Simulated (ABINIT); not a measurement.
# GaN: single point with LDA

Crystal: GaN.

```
CELL_PARAMETERS angstrom
3.15034 0.00000 0.00000
-1.57517 2.72827 0.00000
0.00000 0.00000 5.13568
ATOMIC_POSITIONS crystal
Ga 0.66667 0.33333 0.49929
Ga 0.33333 0.66667 0.99929
N 0.66667 0.33333 0.87571
N 0.33333 0.66667 0.37571
```

The cell isn't the ideal one: cell relaxed.

```json
{
 "Program": "ABINIT 10.8.3 (patched build)",
 "Task": "single point",
 "Functional": "LDA",
 "Potentials or basis": "PseudoDojo NC SR LDA v0.4.1 standard",
 "Cutoff": "1143 eV",
 "k mesh": "8 × 8 × 4",
 "Occupations": "fermi-dirac, width 0.05 eV",
 "Spin": "no spin polarisation"
}
```

```json
{
  "Pressure": "0.0 GPa",
  "Band gap on the k mesh": "2.18 eV, direct",
  "Valence electrons inside the program's atomic spheres": "Ga 10.95; N 5.27"
}
```

Levels at points of the mesh, in eV from the valence-band top:
```tsv
k point	band 15	band 16	band 17	band 18	band 19	band 20	band 21	band 22
(0.00, 0.00, 0.00)	-1.08	-0.05	0.00	0.00	2.18	4.42	9.24	9.95
(0.50, 0.00, 0.00)	-4.40	-2.88	-2.34	-1.05	5.04	5.70	6.03	8.74
(0.00, 0.00, 0.50)	-0.56	-0.56	-0.56	-0.56	4.44	4.44	8.51	8.51
(0.50, 0.00, 0.50)	-2.04	-2.04	-1.99	-1.99	4.43	4.43	7.84	7.84
```

Run time: 40 s on 4 MPI ranks on Arm Neoverse V1, with other jobs on the host, peak memory 0.32 GiB a rank.
